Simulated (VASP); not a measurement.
# Au in VASP: single point with PBE

Aim: the single point of Au with PBE.

Everything below comes from runs of VASP 6.6.1. Logs are shortened: lines on timing, memory, paths and dates and some standing lists are left out, and cuts for length are marked.

## (1) The slab as given

The cell holds a slab with vacuum, 7 atoms: a = 2.884 Å, b = 2.884 Å, c = 27.234 Å, α = 90.00°, β = 90.00°, γ = 90.00°.

The cell was built by a generator and needn't be a form met in nature.

## (2) Single point, PBE

INCAR reads:

```
ALGO     = Normal         # electronic algorithm
DIPOL    = 0.5 0.5 0.500
EDIFF    = 1E-6           # SCF threshold, eV
ENCUT    = 520            # plane-wave cutoff, eV
GGA      = PE             # functional
IDIPOL   = 3            
ISIF     = 2              # what is computed and relaxed
ISMEAR   = 0              # smearing method
LASPH    = True           # aspherical terms in the spheres
LCHARG   = True           # write CHGCAR
LDIPOL   = True         
LELF     = True           # ELF
LREAL    = False          # projectors in reciprocal space
LVACPOTAV= True         
LVHAR    = True         
LWAVE    = False          # write WAVECAR
NBANDS   = 48             # bands
NELM     = 100            # most SCF steps
PREC     = Accurate       # precision mode
SIGMA    = 0.1            # smearing width, eV
```

KPOINTS reads:

```
k-points
0
Gamma
  16 16 1
```

POSCAR reads:

```
Au
1.0
    2.8835814537      0.0000000000      0.0000000000
    0.0000000000      2.8835814537      0.0000000000
    0.0000000000      0.0000000000     27.2340000000
Au
7
Direct
    0.0000000000      0.0000000000      0.2645258395
    0.5000000000      0.5000000000      0.3423559518
    0.0000000000      0.0000000000      0.4211286140
    0.5000000000      0.5000000000      0.4999999995
    0.0000000000      0.0000000000      0.5788713849
    0.5000000000      0.5000000000      0.6576440472
    0.0000000000      0.0000000000      0.7354741630
```

Potentials or basis: VASP PAW PBE potentials, release 64 (Au).

The run is started by

```bash
$ cat potpaw_PBE.64/Au/POTCAR > POTCAR
$ mpirun -np 1 vasp_std > vasp.out
```

OUTCAR:

```text
EDIFF = 1E-6
   ENCUT = 520
   GGA = PE
   ISIF = 2
   ISMEAR = 0
   LASPH = True
   LREAL = False
   NELM = 100
   PREC = Accurate

 ion  position               nearest neighbor table
   1  0.000  0.000  0.265-   2 2.94   2 2.94   2 2.94   2 2.94
   2  0.500  0.500  0.342-   1 2.94   1 2.94   1 2.94   1 2.94   3 2.96   3 2.96   3 2.96   3 2.96

   3  0.000  0.000  0.421-   2 2.96   2 2.96   2 2.96   2 2.96   4 2.96   4 2.96   4 2.96   4 2.96

   4  0.500  0.500  0.500-   5 2.96   5 2.96   5 2.96   5 2.96   3 2.96   3 2.96   3 2.96   3 2.96

   5  0.000  0.000  0.579-   6 2.96   6 2.96   6 2.96   6 2.96   4 2.96   4 2.96   4 2.96   4 2.96

   6  0.500  0.500  0.658-   7 2.94   7 2.94   7 2.94   7 2.94   5 2.96   5 2.96   5 2.96   5 2.96

   7  0.000  0.000  0.735-   6 2.94   6 2.94   6 2.94   6 2.94

  LATTYP: Found a simple tetragonal cell.
 ALAT       =     2.8835814537
 C/A-ratio  =     9.4445051882

  Lattice vectors:

 A1 = (   2.8835814537,   0.0000000000,   0.0000000000)
 A2 = (   0.0000000000,   2.8835814537,   0.0000000000)
 A3 = (   0.0000000000,   0.0000000000,  27.2340000000)

Analysis of symmetry for initial positions (statically):
=====================================================================
 Subroutine PRICEL returns:
 Original cell was already a primitive cell.

 Routine SETGRP: Setting up the symmetry group for a
 simple tetragonal supercell.

 Subroutine GETGRP returns: Found 16 space group operations
 (whereof 16 operations were pure point group operations)
 out of a pool of 16 trial point group operations.

The static configuration has the point symmetry D_4h.

Analysis of symmetry for dynamics (positions and initial velocities):
=====================================================================
 Subroutine PRICEL returns:
 Original cell was already a primitive cell.

 Routine SETGRP: Setting up the symmetry group for a
 simple tetragonal supercell.

 Subroutine GETGRP returns: Found 16 space group operations
 (whereof 16 operations were pure point group operations)
 out of a pool of 16 trial point group operations.

The dynamic configuration has the point symmetry D_4h.

 Subroutine INISYM returns: Found 16 space group operations
 (whereof 16 operations are pure point group operations),
 and found     1 'primitive' translations

----------------------------------------------------------------------------------------

                                     Primitive cell

  volume of cell :     226.4519

  direct lattice vectors                    reciprocal lattice vectors
     2.883581454  0.000000000  0.000000000     0.346790967  0.000000000  0.000000000
     0.000000000  2.883581454  0.000000000     0.000000000  0.346790967  0.000000000
     0.000000000  0.000000000 27.234000000     0.000000000  0.000000000  0.036718807

  length of vectors
     2.883581454  2.883581454 27.234000000     0.346790967  0.346790967  0.036718807

  position of ions in fractional coordinates (direct lattice)
     0.000000000  0.000000000  0.264525840
     0.500000000  0.500000000  0.342355952
     0.000000000  0.000000000  0.421128614
     0.500000000  0.500000000  0.499999999
     0.000000000  0.000000000  0.578871385
     0.500000000  0.500000000  0.657644047
     0.000000000  0.000000000  0.735474163

  ion indices of the primitive-cell ions
   primitive index   ion index
                 1           1
                 2           2
                 3           3
                 4           4
                 5           5
                 6           6
                 7           7

----------------------------------------------------------------------------------------

 KPOINTS: k-points

Automatic generation of k-mesh.
 Grid dimensions read from file:
 generate k-points for:   16   16    1

 Generating k-lattice:

  Cartesian coordinates                     Fractional coordinates (reciprocal lattice)
     0.021674435  0.000000000  0.000000000     0.062500000  0.000000000  0.000000000
     0.000000000  0.021674435  0.000000000     0.000000000  0.062500000  0.000000000
     0.000000000  0.000000000  0.036718807     0.000000000  0.000000000  1.000000000

  Length of vectors
     0.021674435  0.021674435  0.036718807

  Shift w.r.t. Gamma in fractional coordinates (k-lattice)
     0.000000000  0.000000000  0.000000000

 Subroutine IBZKPT returns following result:
 ===========================================

 Found     45 irreducible k-points:

 Following reciprocal coordinates:
            Coordinates               Weight
  0.000000  0.000000  0.000000      1.000000
  0.062500  0.000000  0.000000      4.000000
  0.125000  0.000000  0.000000      4.000000
  0.187500  0.000000  0.000000      4.000000
  0.250000  0.000000  0.000000      4.000000
  0.312500  0.000000  0.000000      4.000000
[... 16 lines left out ...]
  0.437500  0.125000  0.000000      8.000000
  0.500000  0.125000  0.000000      4.000000
 [... further k-points ...]
   k-points           NKPTS =     45   k-points in BZ     NKDIM =     45   number of bands    NBANDS=     48
   number of dos      NEDOS =    301   number of ions     NIONS =      7
   total plane-waves  NPLWV = 120960
   dimension x,y,z NGX =    24 NGY =   24 NGZ =  210
   dimension x,y,z NGXF=    48 NGYF=   48 NGZF=  420
   ions per type =               7
   NGX,Y,Z   is equivalent  to a cutoff of  13.84, 13.84, 12.82 a.u.
   NGXF,Y,Z  is equivalent  to a cutoff of  27.67, 27.67, 25.64 a.u.
 SYSTEM =  unknown system
   PREC   = accura    normal or accurate (medium, high low for compatibility)
   ISTART =      0    job   : 0-new  1-cont  2-samecut
   ICHARG =      2    charge: 1-file 2-atom 10-const
   ISPIN  =      1    spin polarized calculation?
   LNONCOLLINEAR =      F non collinear calculations
   LSORBIT =      F    spin-orbit coupling
   LASPH  =      T    aspherical Exc in radial PAW
   ENCUT  =  520.0 eV  38.22 Ry    6.18 a.u.   5.36  5.36 50.64*2*pi/ulx,y,z
   NELM   =    100;   NELMIN=  2; NELMDL= -5     # of ELM steps
   EDIFF  = 0.1E-05   stopping-criterion for ELM
   LREAL  =      F    real-space projection
   EDIFFG = 0.1E-04   stopping-criterion for IOM
   NSW    =      0    number of steps for IOM
   IBRION =     -1    ionic relax: 0-MD 1-quasi-New 2-CG
   NFREE  =      0    steps in history (QN), initial steepest desc. (CG)
   ISIF   =      2    stress and relaxation
   ISYM   =      2    0-nonsym 1-usesym 2-fastsym
   POTIM  = 0.5000    time-step for ionic-motion
   TEBEG  =    0.0;   TEEND  =   0.0 temperature during run
   PSTRESS=    0.0 pullay stress
   NELECT =      77.0000    total number of electrons
   NUPDOWN=      -1.0000    fix difference up-down
   EMIN   =  10.00;   EMAX   =-10.00  energy-range for DOS
   EFERMI =   0.00;   METHOD = LEGACY
   ISMEAR =     0;   SIGMA  =   0.10  broadening in eV -4-tet -1-fermi 0-gaus
   EFERMI_NEDOS =   21; number of points for ismear=-14 and -15
   IALGO  =     38    algorithm
   IMIX   =      4    mixing-type and parameters
     AMIX     =   0.40;   BMIX     =  1.00
     AMIX_MAG =   1.60;   BMIX_MAG =  1.00
  volume/ion in A,a.u.               =      32.35       218.31
  Fermi-wavevector in a.u.,A,eV,Ry     =   1.142650  2.159295 17.764424  1.305648
  Thomas-Fermi vector in A             =   2.279347
   LORBIT       =      0    0 simple, 1 ext, 2 COOP (PROOUT), +10 PAW based schemes
   GGA     = PE    functional components
   LHFCALC =     F    Hartree Fock is set to
   AEXX    =    0.0000 exact exchange contribution
   IVDW    =     0    specifies the selected vdW correction
   LEPSILON=     F    determine dielectric tensor
   LRPA    =     F    only Hartree local field effects (RPA)
 non-spin polarized calculation
 Gauss-broadening in eV      SIGMA  =   0.10
  energy-cutoff  :      520.00
  volume of cell :      226.45
 maximum number of plane-waves:      6159
 NGX is ok and might be reduce to    24
   NGX = 11   NGY = 11   NGZ =101

 number of electron      77.0000008 magnetization

 dipolmoment           0.000000      0.000000      0.000000 electrons x Angstroem

 Free energy of the ion-electron system (eV)
  ---------------------------------------------------
  ext. energy  EPLUGINS =         0.00000000
  ---------------------------------------------------
  free energy    TOTEN  =       -21.67081220 eV

  energy without entropy =      -21.65773641  energy(sigma->0) =      -21.66427431

 E-fermi :   2.4885     XC(G=0):  -7.4408

 val. band max:        2.4778565548   @ k =   0.5000   0.0000   0.0000
 cond. band min:       2.5210707927   @ k =   0.4375   0.1875   0.0000
 fundamental gap:      0.0432142380
 Fermi energy:         2.4885301974

 k-point     1 :       0.0000    0.0000    0.0000
  band No.  band energies     occupation
      1      -6.6907      2.00000
      2      -6.1314      2.00000
      3      -5.2904      2.00000
      4      -4.4194      2.00000
      5      -4.1729      2.00000
      6      -3.8233      2.00000
[... 40 lines left out ...]
     47       9.5602      0.00000
     48      10.1911      0.00000

 k-point     2 :       0.0625    0.0000    0.0000
  band No.  band energies     occupation
      1      -6.6018      2.00000
      2      -6.0474      2.00000
      3      -5.2139      2.00000
      4      -4.3488      2.00000
      5      -4.1104      2.00000
      6      -3.7729      2.00000
[... 40 lines left out ...]
     47       9.5885      0.00000
     48      10.2179      0.00000

 k-point     3 :       0.1250    0.0000    0.0000
  band No.  band energies     occupation
      1      -6.3415      2.00000
      2      -5.8060      2.00000
      3      -5.0043      2.00000
      4      -4.1754      2.00000
      5      -3.9621      2.00000
      6      -3.6121      2.00000
[... 1060 lines left out ...]
     47       7.8668      0.00000
     48       8.5605      0.00000

 k-point    24 :       0.5000    0.1250    0.0000
  band No.  band energies     occupation
      1      -4.0186      2.00000
      2      -4.0144      2.00000
      3      -3.7113      2.00000
      4      -3.6975      2.00000
      5      -3.2622      2.00000
      6      -3.1709      2.00000
[... 40 lines left out ...]
     47       7.6483      0.00000
     48       8.4069      0.00000

 [... further k-points ...]
[... 5 lines left out ...]
  --------------------------------------------------------------------------------------
  -------------------------------------------------------------------------------------
  Total       -1.2189772     -1.2189772     -0.2418421      0.0000000      0.0000000      0.0000000
  in kB       -8.6244275     -8.6244275     -1.7110653      0.0000000      0.0000000      0.0000000
  external PRESSURE =      -6.3199734 kB  Pullay stress =       0.0000000 kB

 VOLUME and BASIS-vectors are now :
 -----------------------------------------------------------------------------
  energy-cutoff  :      520.00
  volume of cell :      226.45
      direct lattice vectors                 reciprocal lattice vectors
     2.883581454  0.000000000  0.000000000     0.346790967  0.000000000  0.000000000
     0.000000000  2.883581454  0.000000000     0.000000000  0.346790967  0.000000000
     0.000000000  0.000000000 27.234000000     0.000000000  0.000000000  0.036718807

 POSITION                                       TOTAL-FORCE (eV/Angst)
 -----------------------------------------------------------------------------------
      0.00000      0.00000      7.20410         0.000000     -0.000000      0.006420
      1.44179      1.44179      9.32372         0.000000      0.000000      0.010644
      0.00000      0.00000     11.46902         0.000000      0.000000     -0.008106
      1.44179      1.44179     13.61700         0.000000      0.000000      0.000000
      0.00000      0.00000     15.76498        -0.000000      0.000000      0.008106
      1.44179      1.44179     17.91028        -0.000000      0.000000     -0.010644
      0.00000      0.00000     20.02990        -0.000000     -0.000000     -0.006420
 -----------------------------------------------------------------------------------
    total drift:                                0.000000     -0.000000      0.000006

  FREE ENERGIE OF THE ION-ELECTRON SYSTEM (eV)
  ---------------------------------------------------
  free  energy   TOTEN  =       -21.6708122001 eV

  energy  without entropy=      -21.6577364126  energy(sigma->0) =      -21.66427431

 vacuum level on the upper side and lower side of the slab         7.590         7.590
```

Wall time 11 min (1 thread of Intel Xeon Platinum 8488C (Sapphire Rapids), shared host); peak memory 0.53 GiB.

Results:

```yaml
Free_energy: -21.6708 eV
Largest_force: 0.011 eV/Å
Band_gap_on_the_k_mesh: none (metal or under the smearing width)
Work_function_of_the_upper_face: 5.10 eV
Work_function_of_the_lower_face: 5.10 eV
```

Forces on the atoms (eV/Å):
```
Au   0.000  0.000  0.006
Au   0.000  0.000  0.011
Au   0.000  0.000 -0.008
Au   0.000  0.000  0.000
Au   0.000  0.000  0.008
Au   0.000  0.000 -0.011
Au   0.000  0.000 -0.006
```

Levels at points of the mesh, in eV from the Fermi level:
| k point | band 36 | band 37 | band 38 | band 39 | band 40 | band 41 | band 42 | band 43 |
| --- | --- | --- | --- | --- | --- | --- | --- | --- |
| (0.00, 0.00, 0.00) | -1.92 | -1.83 | -1.82 | -1.71 | -1.71 | -1.63 | 0.25 | 1.04 |
| (0.50, 0.00, 0.00) | -0.42 | -0.33 | -0.14 | -0.03 | -0.01 | 0.29 | 0.29 | 2.38 |
| (0.50, 0.50, 0.00) | 1.92 | 1.92 | 3.04 | 3.04 | 4.45 | 4.45 | 5.06 | 5.06 |

Spin-orbit coupling is left out, which matters for the levels of Au.
